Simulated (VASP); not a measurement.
# BN (Qingsongite) (F-43m) in VASP: further runs

The runs below take BN (Qingsongite) through single point, with PBEsol, LDA.

All numbers are computed with VASP 6.6.1; they aren't measurements. Logs are shortened: lines on timing, memory, paths and dates and some standing lists are left out, and cuts for length are marked.

**Measured values to compare with.**

A printed reference work, monograph reports, for a bulk crystal of BN at 300 K: band gap 6.4 eV (indirect).

The results are compared with them further down.

**1. The cell of the first run**

It takes space group F-43m (No. 216, cubic). The conventional cell has a = 3.610 Å, b = 3.610 Å, c = 3.610 Å, α = 90.00°, β = 90.00°, γ = 90.00°. B (site symmetry -43m) has 4 N at 1.56 Å within 2.1 Å. N (site symmetry -43m) has 4 B at 1.56 Å within 2.1 Å.

**2. Single point, PBEsol**

Input file INCAR:

```
PREC = Accurate
ENCUT = 600
EDIFF = 1E-6
ISMEAR = 0
SIGMA = 0.01
LREAL = F
LASPH = T
NELM = 120
ALGO = Normal
ISIF = 2
LWAVE = F
LCHARG = F
GGA = PS
NBANDS = 11
GGA_COMPAT = F
```

Input file KPOINTS:

```
regular mesh
0
Gamma
  5 5 5
```

Input file POSCAR:

```
BN
1.0
    0.0000000000      1.8048245542      1.8048245542
    1.8048245542      0.0000000000      1.8048245542
    1.8048245542      1.8048245542      0.0000000000
B N
1 1
Direct
    0.0000000000      0.0000000000      0.0000000000
    0.2500000000      0.2500000000      0.2500000000
```

Potentials or basis: VASP PAW PBE potentials, release 64 (B, N).

Started as:

```console
cat potpaw_PBE.64/B/POTCAR potpaw_PBE.64/N/POTCAR > POTCAR
mpirun -np 1 vasp_std > vasp.out
```

OUTCAR:

```text
PREC = Accurate
   ENCUT = 600
   EDIFF = 1E-6
   ISMEAR = 0
   LREAL = F
   LASPH = T
   NELM = 120
   ISIF = 2
   GGA = PS

 ion  position               nearest neighbor table
   1  0.000  0.000  0.000-   2 1.56   2 1.56   2 1.56   2 1.56
   2  0.250  0.250  0.250-   1 1.56   1 1.56   1 1.56   1 1.56

  LATTYP: Found a face centered cubic cell.
 ALAT       =     3.6096491084

  Lattice vectors:

 A1 = (   0.0000000000,   1.8048245542,   1.8048245542)
 A2 = (   1.8048245542,   0.0000000000,   1.8048245542)
 A3 = (   1.8048245542,   1.8048245542,   0.0000000000)

Analysis of symmetry for initial positions (statically):
=====================================================================
 Subroutine PRICEL returns:
 Original cell was already a primitive cell.

 Routine SETGRP: Setting up the symmetry group for a
 face centered cubic supercell.

 Subroutine GETGRP returns: Found 24 space group operations
 (whereof 24 operations were pure point group operations)
 out of a pool of 48 trial point group operations.

The static configuration has the point symmetry T_d .

Analysis of symmetry for dynamics (positions and initial velocities):
=====================================================================
 Subroutine PRICEL returns:
 Original cell was already a primitive cell.

 Routine SETGRP: Setting up the symmetry group for a
 face centered cubic supercell.

 Subroutine GETGRP returns: Found 24 space group operations
 (whereof 24 operations were pure point group operations)
 out of a pool of 48 trial point group operations.

The dynamic configuration has the point symmetry T_d .

 Subroutine INISYM returns: Found 24 space group operations
 (whereof 24 operations are pure point group operations),
 and found     1 'primitive' translations

----------------------------------------------------------------------------------------

                                     Primitive cell

  volume of cell :      11.7580

  direct lattice vectors                    reciprocal lattice vectors
     0.000000000  1.804824554  1.804824554    -0.277035238  0.277035238  0.277035238
     1.804824554  0.000000000  1.804824554     0.277035238 -0.277035238  0.277035238
     1.804824554  1.804824554  0.000000000     0.277035238  0.277035238 -0.277035238

  length of vectors
     2.552407362  2.552407362  2.552407362     0.479839108  0.479839108  0.479839108

  position of ions in fractional coordinates (direct lattice)
     0.000000000  0.000000000  0.000000000
     0.250000000  0.250000000  0.250000000

[... 62 lines left out ...]
   LREAL  =      F    real-space projection
[... 7 lines left out ...]
   TEBEG  =    0.0;   TEEND  =   0.0 temperature during run
   PSTRESS=    0.0 pullay stress
   NELECT =       8.0000    total number of electrons
   NUPDOWN=      -1.0000    fix difference up-down
   EMIN   =  10.00;   EMAX   =-10.00  energy-range for DOS
   EFERMI =   0.00;   METHOD = LEGACY
   ISMEAR =     0;   SIGMA  =   0.01  broadening in eV -4-tet -1-fermi 0-gaus
   EFERMI_NEDOS =   21; number of points for ismear=-14 and -15
   IALGO  =     38    algorithm
   IMIX   =      4    mixing-type and parameters
     AMIX     =   0.40;   BMIX     =  1.00
     AMIX_MAG =   1.60;   BMIX_MAG =  1.00
  volume/ion in A,a.u.               =       5.88        39.67
  Fermi-wavevector in a.u.,A,eV,Ry     =   1.439881  2.720980 28.208365  2.073256
  Thomas-Fermi vector in A             =   2.558687
   LORBIT       =      0    0 simple, 1 ext, 2 COOP (PROOUT), +10 PAW based schemes
   GGA     = PS    functional components
   LHFCALC =     F    Hartree Fock is set to
   AEXX    =    0.0000 exact exchange contribution
   IVDW    =     0    specifies the selected vdW correction
   LEPSILON=     F    determine dielectric tensor
   LRPA    =     F    only Hartree local field effects (RPA)
 non-spin polarized calculation
 Gauss-broadening in eV      SIGMA  =   0.01
  energy-cutoff  :      600.00
  volume of cell :       11.76
 maximum number of plane-waves:       396
   NGX = 11   NGY = 11   NGZ = 11

 number of electron       7.9999999 magnetization

 Free energy of the ion-electron system (eV)
  ---------------------------------------------------
  ext. energy  EPLUGINS =         0.00000000
  ---------------------------------------------------
  free energy    TOTEN  =       -18.33331154 eV

  energy without entropy =      -18.33331154  energy(sigma->0) =      -18.33331154

 E-fermi :   7.5706     XC(G=0): -13.0357

 val. band max:        7.4278360307   @ k =   0.0000   0.0000   0.0000
 cond. band min:      12.2007034541   @ k =   0.4000   0.4000   0.0000
 fundamental gap:      4.7728674235
 Fermi energy:         7.5706062671

 k-point     1 :       0.0000    0.0000    0.0000
  band No.  band energies     occupation
      1     -12.8805      2.00000
      2       7.4278      2.00000
      3       7.4278      2.00000
      4       7.4278      2.00000
      5      16.2019      0.00000
      6      16.2019      0.00000
      7      16.2019      0.00000
      8      17.7647      0.00000
      9      32.0124      0.00000
     10      35.1617      0.00000
     11      35.1617      0.00000
[... 113 lines left out ...]
 k-point    10 :      -0.4000    0.4000    0.2000
  band No.  band energies     occupation
      1      -7.6003      2.00000
      2      -0.7458      2.00000
      3       0.9762      2.00000
      4       2.4593      2.00000
      5      16.3826      0.00000
      6      19.6141      0.00000
      7      21.0999      0.00000
      8      24.2689      0.00000
      9      26.0990      0.00000
     10      32.9412      0.00000
     11      36.1517      0.00000

------------------------ aborting loop because EDIFF is reached ----------------------------------------

  FORCE on cell =-STRESS in cart. coord.  units (eV):
  Direction    XX          YY          ZZ          XY          YZ          ZX
  --------------------------------------------------------------------------------------
  -------------------------------------------------------------------------------------
  Total       -0.0576562     -0.0576562     -0.0576562      0.0000000      0.0000000     -0.0000000
  in kB       -7.8563640     -7.8563640     -7.8563640      0.0000000      0.0000000     -0.0000000
  external PRESSURE =      -7.8563640 kB  Pullay stress =       0.0000000 kB

 VOLUME and BASIS-vectors are now :
 -----------------------------------------------------------------------------
  energy-cutoff  :      600.00
  volume of cell :       11.76
      direct lattice vectors                 reciprocal lattice vectors
     0.000000000  1.804824554  1.804824554    -0.277035238  0.277035238  0.277035238
     1.804824554  0.000000000  1.804824554     0.277035238 -0.277035238  0.277035238
     1.804824554  1.804824554  0.000000000     0.277035238  0.277035238 -0.277035238

 POSITION                                       TOTAL-FORCE (eV/Angst)
 -----------------------------------------------------------------------------------
      0.00000      0.00000      0.00000        -0.000000     -0.000000     -0.000000
      0.90241      0.90241      0.90241         0.000000      0.000000      0.000000
 -----------------------------------------------------------------------------------
    total drift:                                0.000000      0.000000      0.000000

  FREE ENERGIE OF THE ION-ELECTRON SYSTEM (eV)
  ---------------------------------------------------
  free  energy   TOTEN  =       -18.3333115358 eV

  energy  without entropy=      -18.3333115358  energy(sigma->0) =      -18.33331154
```

OSZICAR:

```text
N       E                     dE             d eps       ncg     rms          rms(c)
DAV:   1     0.164701844426E+02    0.16470E+02   -0.56532E+03   220   0.822E+02
DAV:   2    -0.186666445251E+02   -0.35137E+02   -0.33445E+02   271   0.195E+02
DAV:   3    -0.192925905927E+02   -0.62595E+00   -0.62433E+00   268   0.219E+01
DAV:   4    -0.192935382161E+02   -0.94762E-03   -0.94759E-03   241   0.867E-01
DAV:   5    -0.192935390202E+02   -0.80408E-06   -0.80410E-06   250   0.271E-02    0.657E+00
DAV:   6    -0.184394820425E+02    0.85406E+00   -0.26797E+00   249   0.989E+00    0.325E+00
DAV:   7    -0.183539568133E+02    0.85525E-01   -0.10204E-01   247   0.257E+00    0.186E+00
DAV:   8    -0.183332901872E+02    0.20667E-01   -0.33305E-02   253   0.126E+00    0.181E-01
DAV:   9    -0.183332889705E+02    0.12167E-05   -0.86749E-04   232   0.254E-01    0.799E-02
DAV:  10    -0.183333095343E+02   -0.20564E-04   -0.64319E-05   253   0.770E-02    0.133E-02
DAV:  11    -0.183333114731E+02   -0.19388E-05   -0.44930E-06   255   0.165E-02    0.843E-03
DAV:  12    -0.183333115358E+02   -0.62690E-07   -0.10429E-06   131   0.728E-03
   1 F= -.18333312E+02 E0= -.18333312E+02  d E =-.404901E-92
```

Run time: 1.9 s. Hardware: 1 thread of Intel Xeon Platinum 8375C at 2.90GHz (Ice Lake), shared host; peak memory 0.11 GiB.

What came out:

| Property | Result |
| --- | --- |
| Free energy | -18.3333 eV |
| Pressure | -0.8 GPa |
| Band gap on the k mesh | 4.77 eV, indirect (least direct gap 8.77 eV) |

Caveat: the k points lie up to 0.60 Å⁻¹ apart; the PAW data sets were made with another functional, which shifts forces and pressure a little. A k mesh can miss the band edges.

**3. Single point, LDA**

Input file INCAR:

```
ALGO = Normal ; EDIFF = 1E-6
ENCUT = 600 ; GGA = CA
GGA_COMPAT = F ; ISIF = 2
ISMEAR = 0 ; LASPH = T
LCHARG = F ; LREAL = F
LWAVE = F ; NBANDS = 11
NELM = 120 ; PREC = Accurate
SIGMA = 0.01
```

Input file KPOINTS:

```
k-points
0
Gamma
  8 8 8
```

POSCAR is that of step 2.

Potentials or basis: VASP PAW LDA potentials, release 64 (B, N).

Started as:

```console
cat potpaw_LDA.64/B/POTCAR potpaw_LDA.64/N/POTCAR > POTCAR
mpirun -np 1 vasp_std > vasp.out
```

Wall time 2.6 s (1 thread of Intel Xeon Platinum 8375C at 2.90GHz (Ice Lake), shared host); peak memory 0.11 GiB.

The run converged. Its results:

| Item | Value |
| --- | --- |
| Free energy | -19.4096 eV |
| Pressure | -8.7 GPa |
| Band gap on the k mesh | 4.35 eV, indirect (least direct gap 8.70 eV) |

Levels at points of the mesh, in eV from the valence-band top:
```tsv
k point	band 2	band 3	band 4	band 5	band 6	band 7
(0.00, 0.00, 0.00)	0.00	0.00	0.00	8.70	8.70	8.70
(0.50, 0.00, 0.00)	-10.75	-1.96	-1.96	10.27	10.59	10.59
(0.50, 0.50, 0.00)	-8.91	-4.95	-4.95	4.35	9.17	17.77
```

A k mesh can miss the band edges.

**4. Single point, PBEsol**

Input file INCAR:

```
PREC = Accurate ; ENCUT = 600
EDIFF = 1E-6 ; ISMEAR = -5
SIGMA = 0.1 ; LREAL = False
LASPH = True ; NELM = 120
ALGO = Normal ; ISIF = 2
LWAVE = False ; LCHARG = False
GGA = PS ; NBANDS = 11
GGA_COMPAT = False
```

Input file KPOINTS:

```
Automatic mesh
0
Gamma
  8 8 8
```

POSCAR is that of step 3.

Potentials or basis: VASP PAW PBE potentials, release 64 (B, N).

Started as:

```console
cat potpaw_PBE.64/B/POTCAR potpaw_PBE.64/N/POTCAR > POTCAR
mpirun -np 1 vasp_std > vasp.out
```

OUTCAR:

```text
PREC = Accurate
   ENCUT = 600
   EDIFF = 1E-6
   ISMEAR = -5
   LREAL = False
   LASPH = True
   NELM = 120
   ISIF = 2
   GGA = PS

 ion  position               nearest neighbor table
   1  0.000  0.000  0.000-   2 1.56   2 1.56   2 1.56   2 1.56
   2  0.250  0.250  0.250-   1 1.56   1 1.56   1 1.56   1 1.56

  LATTYP: Found a face centered cubic cell.
 ALAT       =     3.6096491084

  Lattice vectors:

 A1 = (   0.0000000000,   1.8048245542,   1.8048245542)
 A2 = (   1.8048245542,   0.0000000000,   1.8048245542)
 A3 = (   1.8048245542,   1.8048245542,   0.0000000000)
[... 514 lines left out ...]
      7      21.8140      0.00000
      8      23.1722      0.00000
      9      26.7137      0.00000
     10      33.2155      0.00000
     11      34.8214      0.00000

 [... further k-points ...]
[... 5 lines left out ...]
  --------------------------------------------------------------------------------------
  -------------------------------------------------------------------------------------
  Total       -0.0691548     -0.0691548     -0.0691548      0.0000000      0.0000000      0.0000000
  in kB       -9.4231955     -9.4231955     -9.4231955      0.0000000      0.0000000      0.0000000
  external PRESSURE =      -9.4231955 kB  Pullay stress =       0.0000000 kB

 VOLUME and BASIS-vectors are now :
 -----------------------------------------------------------------------------
  energy-cutoff  :      600.00
  volume of cell :       11.76
      direct lattice vectors                 reciprocal lattice vectors
     0.000000000  1.804824554  1.804824554    -0.277035238  0.277035238  0.277035238
     1.804824554  0.000000000  1.804824554     0.277035238 -0.277035238  0.277035238
     1.804824554  1.804824554  0.000000000     0.277035238  0.277035238 -0.277035238

 POSITION                                       TOTAL-FORCE (eV/Angst)
 -----------------------------------------------------------------------------------
      0.00000      0.00000      0.00000         0.000000      0.000000      0.000000
      0.90241      0.90241      0.90241        -0.000000     -0.000000     -0.000000
 -----------------------------------------------------------------------------------
    total drift:                                0.000000      0.000000      0.000000

  FREE ENERGIE OF THE ION-ELECTRON SYSTEM (eV)
  ---------------------------------------------------
  free  energy   TOTEN  =       -18.3504485854 eV

  energy  without entropy=      -18.3504485854  energy(sigma->0) =      -18.35044859
```

Wall time 3.7 s (1 thread of Intel Xeon Platinum 8375C at 2.90GHz (Ice Lake), shared host); peak memory 0.12 GiB.

What came out:

```
Free energy            : -18.3504 eV
Pressure               : -0.9 GPa
Band gap on the k mesh : 4.28 eV, indirect (least direct gap 8.78 eV)
```

Caveat: the PAW data sets were made with another functional, which shifts forces and pressure a little.

**5. The runs side by side**

```tsv
level	potentials or basis	k mesh	smearing	gap on the mesh (eV)	pressure (GPa)
PBEsol	VASP PAW PBE potentials, release 64 (B, N)	5 × 5 × 5	gaussian 0.01 eV	4.77	-0.8
LDA	VASP PAW LDA potentials, release 64 (B, N)	8 × 8 × 8	gaussian 0.01 eV	4.35	-8.7
PBEsol	VASP PAW PBE potentials, release 64 (B, N)	8 × 8 × 8	tetrahedron	4.28	-0.9
```

Alike in all rows: task single point; no spin polarisation; cell as given; cutoff (eV) 600.

Caveats: some runs use coarse meshes; the PAW data sets were made with another functional, which shifts forces and pressure a little (some runs).

Absolute energies hang on the potentials; compare differences alone.

**6. Comparison with measurements**

Step 4. Against the measured gap of BN, 6.4 eV (indirect; 300 K; a printed reference work, monograph), the calculated 4.28 eV is off by -2.12 eV. The value is that of PBEsol on a finite k mesh, which can miss the band edges, without temperature or zero-point motion. Semilocal functionals fall short of measured gaps as a rule.
